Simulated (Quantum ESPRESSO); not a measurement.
# MgO (Fm-3m) in Quantum ESPRESSO: further runs, part 2 of 2

Quantum ESPRESSO 7.5. The steps go on from the part before.

## Step 3: Phonons, PBE

File pw.in:

```
&CONTROL
  calculation = 'scf'
  prefix = 'pwscf'
  outdir = './tmp'
  pseudo_dir = './pseudo'
  tprnfor = .true.
  tstress = .true.
  disk_io = 'low'
/
&SYSTEM
  ibrav = 0
  nat = 2
  ntyp = 2
  ecutwfc = 45
  ecutrho = 360
  nbnd = 14
  occupations = 'smearing'
  smearing = 'fd'
  degauss = 0.00367493
/
&ELECTRONS
  conv_thr = 4d-10
  electron_maxstep = 120
  mixing_beta = 0.5
/
ATOMIC_SPECIES
Mg    24.3050 mg_pbe_v1.4.uspp.F.UPF
O     15.9990 o_pbe_v1.2.uspp.F.UPF
CELL_PARAMETERS angstrom
   0.0000000000    2.0970013927    2.0970013927
   2.0970013927    0.0000000000    2.0970013927
   2.0970013927    2.0970013927    0.0000000000
ATOMIC_POSITIONS angstrom
Mg     0.0000000000    0.0000000000    0.0000000000
O      2.0970013927    2.0970013927    2.0970013927
K_POINTS automatic
6 6 6 1 1 1
```

File scf2.in:

```
&CONTROL
  calculation = 'scf'
  prefix = 'pwscf'
  outdir = './tmp'
  pseudo_dir = './pseudo'
  tprnfor = .true.
  tstress = .true.
  disk_io = 'low'
/
&SYSTEM
  ibrav = 0
  nat = 2
  ntyp = 2
  ecutwfc = 45
  ecutrho = 360
  nbnd = 14
  occupations = 'fixed'
/
&ELECTRONS
  conv_thr = 1d-13
  electron_maxstep = 120
  mixing_beta = 0.5
  startingpot = 'file'
  startingwfc = 'file'
/
ATOMIC_SPECIES
Mg    24.3050 mg_pbe_v1.4.uspp.F.UPF
O     15.9990 o_pbe_v1.2.uspp.F.UPF
CELL_PARAMETERS angstrom
   0.0000000000    2.0970013927    2.0970013927
   2.0970013927    0.0000000000    2.0970013927
   2.0970013927    2.0970013927    0.0000000000
ATOMIC_POSITIONS angstrom
Mg     0.0000000000    0.0000000000    0.0000000000
O      2.0970013927    2.0970013927    2.0970013927
K_POINTS automatic
6 6 6 1 1 1
```

File ph.in:

```
phonons of MgO
&INPUTPH
  prefix = 'pwscf'
  outdir = './tmp'
  tr2_ph = 1d-18
  fildyn = 'dyn'
  niter_ph = 90
  alpha_mix(1) = 0.7
  epsil = .true.
/
0.0000000000 0.0000000000 0.0000000000
```

File dynmat.in:

```
&INPUT
  fildyn = 'dyn'
  asr = 'crystal'
  lperm = .true.
  filout = 'dynmat.disp'
  fileig = 'dynmat.eig'
/
```

File dynmat_lo.in:

```
&INPUT
  fildyn = 'dyn'
  asr = 'crystal'
  filout = 'dynmat_lo.disp'
  fileig = 'dynmat_lo.eig'
  q(1) = 0
  q(2) = 0
  q(3) = 1
/
```

Potentials or basis: GBRV 1.5 PBE.

Launch:

```
OMP_NUM_THREADS=1 pw.x -in pw.in > pw.out
OMP_NUM_THREADS=1 pw.x -in scf2.in > scf2.out
OMP_NUM_THREADS=1 ph.x -in ph.in > ph.out
OMP_NUM_THREADS=1 dynmat.x -in dynmat.in > dynmat.out
OMP_NUM_THREADS=1 dynmat.x -in dynmat_lo.in > dynmat_lo.out
```

pw.out:

```text
This program is part of the open-source Quantum ESPRESSO suite
     for quantum simulation of materials; please cite
[... 9 lines left out ...]
     --------------------
     sticks:   dense  smooth     PW     G-vecs:    dense   smooth      PW
     Sum         769     379    127                14331     5029     965

     Using Slab Decomposition

     bravais-lattice index     =            0
     lattice parameter (alat)  =       5.6042  a.u.
     unit-cell volume          =     124.4580 (a.u.)^3
     number of atoms/cell      =            2
     number of atomic types    =            2
     number of electrons       =        16.00
     number of Kohn-Sham states=           14
     kinetic-energy cutoff     =      45.0000  Ry
     charge density cutoff     =     360.0000  Ry
     scf convergence threshold =      4.0E-10
     mixing beta               =       0.5000
     number of iterations used =            8  plain     mixing
     Exchange-correlation= SLA  PW   PBE  PBE
                           (   1   4   3   4   0   0   0)

     celldm(1)=   5.604187  celldm(2)=   0.000000  celldm(3)=   0.000000
     celldm(4)=   0.000000  celldm(5)=   0.000000  celldm(6)=   0.000000

     crystal axes: (cart. coord. in units of alat)
               a(1) = (   0.000000   0.707107   0.707107 )
               a(2) = (   0.707107   0.000000   0.707107 )
               a(3) = (   0.707107   0.707107   0.000000 )

     reciprocal axes: (cart. coord. in units 2 pi/alat)
               b(1) = ( -0.707107  0.707107  0.707107 )
               b(2) = (  0.707107 -0.707107  0.707107 )
[... 80 lines left out ...]

     starting charge      15.6998, renormalised to      16.0000
     Starting wfcs are    9 randomized atomic wfcs +    5 random wfcs

     Self-consistent Calculation

     iteration #  1     ecut=    45.00 Ry     beta= 0.50
     Davidson diagonalization with overlap
     ethr =  1.00E-02,  avg # of iterations =  5.5

     total energy              =    -157.76459922 Ry
     estimated scf accuracy    <       0.37660983 Ry
[... 50 lines left out ...]
     iteration #  9     ecut=    45.00 Ry     beta= 0.50
     Davidson diagonalization with overlap
     ethr =  5.38E-12,  avg # of iterations =  1.9

     End of self-consistent calculation

          k = 0.0589 0.0589 0.0589 (   624 PWs)   bands (ev):

   -64.2862 -31.0366 -31.0310 -31.0310  -9.2239   7.5118   7.9330   7.9330
    13.3277  22.9168  24.0557  24.0557  29.0854  29.0897
[... 73 lines left out ...]
   -64.2747 -31.1047 -31.0627 -31.0592  -7.7412   3.9746   6.4329   6.6653
    17.4038  18.3424  21.1683  26.9759  27.0203  33.9787

          k =-0.5303 0.1768-0.0589 (   641 PWs)   bands (ev):

   -64.2761 -31.0976 -31.0626 -31.0533  -7.8792   4.2830   6.2158   6.7820
    18.1186  18.8365  21.3419  25.7460  27.2715  32.6711

          k =-0.4125 0.0589 0.0589 (   631 PWs)   bands (ev):
[... 51 lines left out ...]
   -64.2767 -31.1115 -31.0549 -31.0425  -7.8674   3.7260   6.3879   7.1869
    17.1531  20.4892  22.3500  25.1314  28.8418  30.4954

     the Fermi energy is     9.6625 ev

!    total energy              =    -157.87227466 Ry
     estimated scf accuracy    <          5.8E-12 Ry
     smearing contrib. (-TS)   =      -0.00000000 Ry
     internal energy E=F+TS    =    -157.87227466 Ry

     The total energy is F=E-TS. E is the sum of the following terms:
     one-electron contribution =     -86.27747254 Ry
     hartree contribution      =      48.08605657 Ry
     xc contribution           =     -24.50609301 Ry
     ewald contribution        =     -95.17476569 Ry

     convergence has been achieved in   9 iterations

     Forces acting on atoms (cartesian axes, Ry/au):

     atom    1 type  1   force =    -0.00000000    0.00000000    0.00000000
     atom    2 type  2   force =     0.00000000    0.00000000   -0.00000000

     Total force =     0.000000     Total SCF correction =     0.000000

     Computing stress (Cartesian axis) and pressure

          total   stress  (Ry/bohr**3)                   (kbar)     P=       69.80
   0.00047451   0.00000000   0.00000000           69.80        0.00        0.00
   0.00000000   0.00047451   0.00000000            0.00       69.80        0.00
   0.00000000   0.00000000   0.00047451            0.00        0.00       69.80

=------------------------------------------------------------------------------=
   JOB DONE.
=------------------------------------------------------------------------------=
```

Run time: 68 s. Hardware: 1 thread of Arm Neoverse V2, shared host; peak memory 0.1 GiB.

Results:

```yaml
Free_energy: -2147.9617 eV
Pressure_after_relaxing: 7.0 GPa
Electronic_dielectric_tensor_diagonal: 3.19
Born_charges_mean_of_the_diagonal: Mg +1.98; O -1.98 e
Highest_phonon_frequency_at_Γ_LO-TO_splitting_left_out: 406 cm⁻¹
Static_dielectric_tensor_diagonal: 9.79
```

Phonon frequencies in cm⁻¹ (negative: imaginary):
| q point | frequencies |
| --- | --- |
| (0.000, 0.000, 0.000) | -3 -3 -3 406 406 406 |

Electronic dielectric tensor:
```
3.19 0.00 0.00
0.00 3.19 0.00
0.00 0.00 3.19
```

Born effective charge tensors (e):
atom 1, Mg
```
1.98 0.00 0.00
0.00 1.98 0.00
0.00 0.00 1.98
```
atom 2, O
```
-1.98  0.00  0.00
 0.00 -1.98  0.00
 0.00  0.00 -1.98
```

Optical modes at Γ, degenerate ones joined, polar ones without the macroscopic field:
```
cm⁻¹  components  symmetry  active in  IR intensity, summed ((D/Å)²/amu)
 406           3       T1u         IR                              28.23
```

Zone-centre frequencies without and with the macroscopic field along z (cm⁻¹):
```
                optical modes in rising order
       without                    406 406 406
with the field                    406 406 711
```

Static dielectric tensor, electrons and zone-centre modes:
```
9.79 0.00 0.00
0.00 9.79 0.00
0.00 0.00 9.79
```

Caveat: the cell is more than 3 GPa from zero pressure, which shifts response properties.

## Step 4: Comparison with measurements

Step 2. Against the measured high-frequency dielectric constant of MgO, 2.95 (295 K; “Infrared Optical Properties of Ferropericlase (Mg1-xFexO): Experiment and Theory”, 2007, arxiv:0704.2267), the calculated 3.11 is off by +5.4 %.

Step 3. A measured high-frequency dielectric constant of MgO is 2.95 (295 K; “Infrared Optical Properties of Ferropericlase (Mg1-xFexO): Experiment and Theory”, 2007, arxiv:0704.2267); the calculated 3.19 misses it by +8.1 %.
